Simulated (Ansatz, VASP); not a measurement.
## BaTiO3 in VASP and in Ansatz

```
Ba Ti O
1.0
     4.00397    0.00000    0.00000
     0.00000    4.00397    0.00000
     0.00000    0.00000    4.00397
Ba Ti O
1 1 3
Cartesian
  2.0020 2.0020 2.0020
  0.0000 0.0000 0.0000
  2.0020 0.0000 0.0000
  0.0000 2.0020 0.0000
  0.0000 0.0000 2.0020
```

Alike in both runs: functional r2SCAN; k mesh 6 × 6 × 6; occupations gaussian, width 0.02 eV; no spin polarisation; Hubbard terms Ti d U = 4.0 eV.

Ansatz relaxed the structure, and its values are those at the end. VASP's run is a single point on that final structure, the one shown.

```csv
,VASP,Ansatz
version,VASP 6.6.1,Ansatz 0.2.0
potentials or method,"VASP PAW PBE potentials, release 64 (Ba_sv, Ti_sv, O)","scalar-relativistic, plane waves, PAW"
plane-wave cutoff (eV),520,500
valence electrons in the cell,40,40
```

VASP gave:

| Property | Result |
| --- | --- |
| gap on the k mesh at the Fermi level (eV) | 2.66 |
| least direct gap on the mesh (eV) | 2.86 |
| pressure (GPa) | 3.8 |

**Question.** What did Ansatz give for the same quantities?

**Answer.** gap on the k mesh at the Fermi level (eV): 2.66; least direct gap on the mesh (eV): 2.82; pressure (GPa): 0.0.

The programs project onto different local orbitals, so the same U acts differently.

Caveats: the PAW data sets were made with another functional, which shifts forces and pressure a little (VASP); spin-orbit coupling is left out, which moves the levels of the heavy elements. A k mesh can miss the band edges.
